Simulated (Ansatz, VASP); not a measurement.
# Pt: VASP beside Ansatz

```
Pt
1.0
     5.54937    0.00000    0.00000
     2.77469    4.80590    0.00000
     0.00000    0.00000   24.79657
Pt
16
Direct
  0.00000 0.00000 0.36295
  0.50000 0.00000 0.36295
  0.00000 0.50000 0.36295
  0.50000 0.50000 0.36295
  0.16667 0.16667 0.45432
  0.66667 0.16667 0.45432
  0.16667 0.66667 0.45432
  0.66667 0.66667 0.45432
  0.83333 0.33333 0.54708
  0.33333 0.33333 0.54708
  0.83333 0.83333 0.54708
  0.33333 0.83333 0.54708
  0.00000 0.00000 0.64102
  0.50000 0.00000 0.64102
  0.00000 0.50000 0.64102
  0.50000 0.50000 0.64102
```

Alike in both runs: functional PBE; k mesh 6 × 6 × 1; occupations gaussian, width 0.1 eV; no spin polarisation.

Ansatz relaxed the structure, and its values are those at the end. VASP's run is a single point on that final structure, the one shown.

```csv
,VASP,Ansatz
version,VASP 6.6.1,Ansatz 0.2.0
potentials or method,"VASP PAW PBE potentials, release 64 (Pt)","scalar-relativistic, plane waves, PAW"
plane-wave cutoff (eV),520,420
valence electrons in the cell,160,288
```

VASP gave:

```
gap on the k mesh at the Fermi level (eV) : none
rms of the force components (eV/Å)        : 0.166
```

Q: Which values does Ansatz return?

A: gap on the k mesh at the Fermi level (eV): none; rms of the force components (eV/Å): 0.173.

A gap of «none» marks a metal or a gap that the smearing closes. The functional is the same, so the differences come from potentials, cutoffs and numerics. The two sets of potentials don't hold the same shells in valence. Ansatz warned: «xc_potential_rough_in_thin_density».

The runs have no spin-orbit coupling, so splittings on Pt are missing.
